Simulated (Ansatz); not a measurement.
AlNi3: equation of state with PBE

The system is AlNi3.

```
CELL_PARAMETERS angstrom
0.00000 2.80189 2.80189
2.80189 0.00000 2.80189
2.80189 2.80189 0.00000
ATOMIC_POSITIONS crystal
Ni 0.75000 0.75000 0.75000
Ni 0.00000 0.00000 0.00000
Ni 0.25000 0.25000 0.25000
Al 0.50000 0.50000 0.50000
```

The cell comes from a database or a generator and needn't be the stable form of this composition.

| Item | Value |
| --- | --- |
| Program | Ansatz 0.2.0 |
| Task | equation of state |
| Functional | PBE |
| Potentials or basis | Ansatz PAW |
| Cutoff | 420 eV |
| Density cutoff | 1680 eV |
| k mesh | 8 × 8 × 8 |
| Occupations | fermi-dirac, width 0.05 eV |
| Spin | collinear spin, ferromagnetic start |
| Starting moments | [1.0, 1.0, 1.0, 0.0] μB |

```json
{
 "Equilibrium volume": "11.41 Å³/atom",
 "Bulk modulus": "179 GPa",
 "Pressure derivative of the bulk modulus": "4.6"
}
```

Energy against volume, from the lowest point:
| volume (Å³/atom) | energy (meV/atom) |
| --- | --- |
| 10.338 | 67.29 |
| 10.558 | 40.80 |
| 10.778 | 21.54 |
| 10.998 | 8.75 |
| 11.218 | 1.76 |
| 11.438 | 0.00 |
| 11.658 | 2.91 |

All runs of the series together: 42 s on 2 threads of Arm Neoverse V1, with other jobs on the host.
